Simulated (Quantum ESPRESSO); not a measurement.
# Thickness dependence of 2H-MoS2, part 3 of 8

What does each added layer of 2H-MoS2 bring in screening, and what does it do to the gap?

Quantum ESPRESSO 7.5; plane-wave DFT, PBE, GBRV ultrasoft pseudopotentials.

So far. Step 2 (Variable-cell relaxation, 1 layer):  The last row is no step: it is a fresh SCF in the final cell with a new plane-wave basis, +0 meV from the row before. Step 3 (Ground state, 1 layer: no field): The run needed 12 iterations to bring the estimated error under 1e-09 Ry; the largest force on any atom, held or free, is 0.11 eV/Å.

## Step 6: SCF with pw.x, 1 layer: field −0.1 V/Å

The field is reversed. With a mirror plane this checks symmetry and convergence alone; for a polar sheet it tests linearity.

Contents of n1.f2.in:

```
&control
  prefix = 'n1.f2'
  outdir = './out'
  pseudo_dir = './pseudo'
  calculation = 'scf'
  tprnfor = .true.
  tefield = .true.
  dipfield = .true.
/
&system
  ibrav = 0
  nat = 3
  ntyp = 2
  ecutwfc = 40
  ecutrho = 200
  occupations = 'smearing'
  smearing = 'fd'
  degauss = 0.004
  edir = 3
  emaxpos = 0.97
  eopreg = 0.04
  eamp = -0.00194469
  nbnd = 17
/
&electrons
  conv_thr = 1e-09
  mixing_beta = 0.4
  electron_maxstep = 120
  mixing_mode = 'plain'
  startingpot = 'file'
/
ATOMIC_SPECIES
  S   32.0600  s_pbe_v1.4.uspp.F.UPF
  Mo  95.9500  mo_pbe_v1.uspp.F.UPF
CELL_PARAMETERS angstrom
  3.15437013900000 0.00000000000000 0.00000000000000
  -1.57718506900000 2.73176467300000 0.00000000000000
  0.00000000000000 0.00000000000000 20.26259773800000
ATOMIC_POSITIONS crystal
  S   0.333333333300 0.666666666700 0.422719210600
  Mo  0.000000000000 0.000000000000 0.500000000000
  S   0.333333333300 0.666666666700 0.577280789400
K_POINTS automatic
  12 12 1 0 0 0
```

Started as:

```sh
$ cp -r out/n1.f0.save out/n1.f2.save
$ OMP_NUM_THREADS=1 mpirun -n 4 pw.x -nk 4 -in n1.f2.in > n1.f2.out
```

The program printed:

```text
[banner, memory and clock lines left out]
Program PWSCF v.7.5 starts
[citation notice left out]

[...]
bravais-lattice index     =            0
     lattice parameter (alat)  =       5.9609  a.u.
     unit-cell volume          =    1178.2777 (a.u.)^3
     number of atoms/cell      =            3
     number of atomic types    =            2
     number of electrons       =        26.00
     number of Kohn-Sham states=           17
     kinetic-energy cutoff     =      40.0000  Ry
     charge density cutoff     =     200.0000  Ry
     scf convergence threshold =      1.0E-09
     mixing beta               =       0.4000
     number of iterations used =            8  plain     mixing
     Exchange-correlation= SLA  PW   PBE  PBE
                           (   1   4   3   4   0   0   0)

[...]
PseudoPot. # 1 for S  read from file:
     ./pseudo/s_pbe_v1.4.uspp.F.UPF
     Pseudo is Ultrasoft + core correction, Zval =  6.0
     Generated by new atomic code, or converted to UPF format
     Using radial grid of  907 points,  6 beta functions with:
                l(1) =   0
                l(2) =   0
                l(3) =   1
                l(4) =   1
                l(5) =   2
                l(6) =   2
     Q(r) pseudized with  8 coefficients,  rinner =    1.300   1.300   1.300
                                                       1.300   1.300

     PseudoPot. # 2 for Mo read from file:
     ./pseudo/mo_pbe_v1.uspp.F.UPF
     Pseudo is Ultrasoft + core correction, Zval = 14.0
     Generated by new atomic code, or converted to UPF format
     Using radial grid of  889 points,  6 beta functions with:
                l(1) =   0
                l(2) =   0
                l(3) =   1
                l(4) =   1
                l(5) =   2
                l(6) =   2
     Q(r) pseudized with  6 coefficients,  rinner =    1.000   1.000   1.000
                                                       1.000   1.000

     atomic species   valence    mass     pseudopotential
     S                 6.00    32.06000     S ( 1.00)
     Mo               14.00    95.95000     Mo( 1.00)

     No symmetry found

[...]
number of k points=    74  Fermi-Dirac smearing, width (Ry)=  0.0040
[...]
Dense  grid:    56375 G-vectors     FFT dimensions: (  27,  27, 180)

     Smooth grid:    39971 G-vectors     FFT dimensions: (  25,  25, 160)

     The initial density is read from file :
     ./out/n1.f2.save/charge-density

     negative rho (up, down):  2.837E-03 0.000E+00

     Adding external electric field

     Computed dipole along edir(3) :
        Dipole               -0.0000 Ry au,         -0.0000 Debye
        Dipole field         -0.0000 Ry au,

        E field amplitude [Ha a.u.]: -1.9447E-03
        Potential amp.       -0.1430 Ry
        Total length         36.7591 bohr

     Starting wfcs are   21 randomized atomic wfcs

     per-process dynamical memory:    62.5 Mb

     Self-consistent Calculation

     iteration #  1     ecut=    40.00 Ry     beta= 0.40
     Davidson diagonalization with overlap
     ethr =  1.00E-05,  avg # of iterations =  9.1

     negative rho (up, down):  2.836E-03 0.000E+00

     Adding external electric field

     Computed dipole along edir(3) :
        Dipole               -0.1656 Ry au,         -0.4210 Debye
        Dipole field         -0.0018 Ry au,

        E field amplitude [Ha a.u.]: -1.9447E-03
        Potential amp.       -0.0131 Ry
        Total length         36.7591 bohr

     total energy              =    -187.72688812 Ry
     estimated scf accuracy    <       0.00801758 Ry

     iteration #  2     ecut=    40.00 Ry     beta= 0.40
[...]
negative rho (up, down):  2.837E-03 0.000E+00

[...]
Dipole               -0.0443 Ry au,         -0.1126 Debye
[...]
E field amplitude [Ha a.u.]: -1.9447E-03
[...]
total energy              =    -187.72394479 Ry
     estimated scf accuracy    <       0.09223639 Ry

     iteration #  3     ecut=    40.00 Ry     beta= 0.40
[...]
negative rho (up, down):  2.836E-03 0.000E+00

[...]
Dipole               -0.0424 Ry au,         -0.1079 Debye
[...]
E field amplitude [Ha a.u.]: -1.9447E-03
[...]
total energy              =    -187.73118188 Ry
     estimated scf accuracy    <       0.00006932 Ry

     iteration #  4     ecut=    40.00 Ry     beta= 0.40
[...]
negative rho (up, down):  2.836E-03 0.000E+00

[...]
Dipole               -0.0442 Ry au,         -0.1124 Debye
[...]
E field amplitude [Ha a.u.]: -1.9447E-03
[...]
total energy              =    -187.73124020 Ry
     estimated scf accuracy    <       0.00002180 Ry

     iteration #  5     ecut=    40.00 Ry     beta= 0.40
[...]
negative rho (up, down):  2.836E-03 0.000E+00

[...]
Dipole               -0.0459 Ry au,         -0.1167 Debye
[...]
E field amplitude [Ha a.u.]: -1.9447E-03
[...]
total energy              =    -187.73124116 Ry
     estimated scf accuracy    <       0.00000608 Ry

     iteration #  6     ecut=    40.00 Ry     beta= 0.40
[...]
negative rho (up, down):  2.836E-03 0.000E+00

[...]
Dipole               -0.0458 Ry au,         -0.1163 Debye
[...]
E field amplitude [Ha a.u.]: -1.9447E-03
[...]
total energy              =    -187.73124224 Ry
     estimated scf accuracy    <       0.00000009 Ry

     iteration #  7     ecut=    40.00 Ry     beta= 0.40
[...]
negative rho (up, down):  2.836E-03 0.000E+00

[...]
Dipole               -0.0459 Ry au,         -0.1167 Debye
[...]
E field amplitude [Ha a.u.]: -1.9447E-03
[...]
total energy              =    -187.73124245 Ry
     estimated scf accuracy    <       0.00000011 Ry

     iteration #  8     ecut=    40.00 Ry     beta= 0.40
[...]
negative rho (up, down):  2.836E-03 0.000E+00

[...]
Dipole               -0.0461 Ry au,         -0.1171 Debye
[...]
E field amplitude [Ha a.u.]: -1.9447E-03
[...]
total energy              =    -187.73124245 Ry
     estimated scf accuracy    <          8.9E-09 Ry

     iteration #  9     ecut=    40.00 Ry     beta= 0.40
[...]
negative rho (up, down):  2.836E-03 0.000E+00

[...]
Dipole               -0.0460 Ry au,         -0.1170 Debye
[...]
E field amplitude [Ha a.u.]: -1.9447E-03
[...]
total energy              =    -187.73124245 Ry
     estimated scf accuracy    <          1.0E-09 Ry

     iteration # 10     ecut=    40.00 Ry     beta= 0.40
[...]
negative rho (up, down):  2.836E-03 0.000E+00

[...]
Dipole               -0.0460 Ry au,         -0.1168 Debye
[...]
E field amplitude [Ha a.u.]: -1.9447E-03
[...]
End of self-consistent calculation

          k = 0.0000 0.0000 0.0000 (  4937 PWs)   bands (ev):

   -61.8189 -35.9702 -35.7321 -35.7321 -15.1296 -13.8169  -6.6430  -3.5388
    -3.5388  -2.8081  -2.4140  -2.4140  -1.0325   1.8800   1.8800   2.1212
     2.1212

          k = 0.0000 0.0962 0.0000 (  4959 PWs)   bands (ev):

   -61.8161 -35.9647 -35.7600 -35.7384 -15.0233 -13.7728  -6.5221  -3.7739
    -3.4280  -3.2640  -2.5826  -2.1226  -1.0764   1.7412   1.8247   2.0010
     2.0639

[...]
the Fermi energy is    -0.0650 ev

!    total energy              =    -187.73124245 Ry
     estimated scf accuracy    <          4.6E-10 Ry
     smearing contrib. (-TS)   =      -0.00000000 Ry
     internal energy E=F+TS    =    -187.73124245 Ry

     The total energy is F=E-TS. E is the sum of the following terms:
     one-electron contribution =   -1156.32357658 Ry
     hartree contribution      =     578.59117943 Ry
     xc contribution           =     -36.30900812 Ry
     ewald contribution        =     426.31031903 Ry
     electric field correction =      -0.00015622 Ry

     convergence has been achieved in  10 iterations

     negative rho (up, down):  2.836E-03 0.000E+00

     Forces acting on atoms (cartesian axes, Ry/au):

     atom    1 type  1   force =    -0.00000002    0.00000002   -0.00454400
     atom    2 type  2   force =     0.00000001   -0.00000001    0.00028449
     atom    3 type  1   force =     0.00000001   -0.00000001    0.00425950

     Total force =     0.006235     Total SCF correction =     0.000148

[...]
```

It took 52 s on 4 MPI ranks of Intel Xeon Platinum 8259CL at 2.50GHz (Skylake/Cascade Lake), shared host; peak memory 0.43 GiB.

Numbers from this step:

| Item | Value |
| --- | --- |
| Fermi energy | -0.065 eV |
| dipole along the normal | -0.02432 e·Å |
| valence top, on the run's zero | -0.9596 eV |
| conduction bottom, on the run's zero | 0.8148 eV |

## Step 7: Potential by pp.x, 1 layer

Contents of n1.f1.pot.in:

```
&inputpp
  prefix = 'n1.f1'
  outdir = './out'
  filplot = 'n1.f1.pot.dat'
  plot_num = 11
/
```

Started as:

```sh
$ OMP_NUM_THREADS=1 mpirun -n 4 pp.x -in n1.f1.pot.in > n1.f1.pot.out
```

It took 2.1 s on 4 MPI ranks; peak memory 0.21 GiB; 7.5 s of CPU time.

Read from the output:

```
slope of the potential above                                          : 0.1000 eV/Å
upper vacuum line continued to the top atoms, over the valence top    : 5.826 eV
slope of the potential below                                          : 0.09997 eV/Å
lower vacuum line continued to the bottom atoms, over the valence top : 6.023 eV
```

The slope in the vacuum is 0.100 eV/Å for an applied 0.10 V/Å, as it should be.

[end of part 3 of 8]

[Logs are printed without paths, hosts, clocks, repeated set-up lines and the standing remarks that a program may print on its own settings, such as how far it seeks lower states.]

[Hosts, paths, dates, database ids (printed as entryN), source tags and the programs' standing remarks are cut or masked in the printed files.]

[Maps of the electrostatic potential energy from Ansatz leave out the sawtooth potential of an applied field or a dipole correction, so their vacuum need not be flat; planar profiles and work functions include it.]
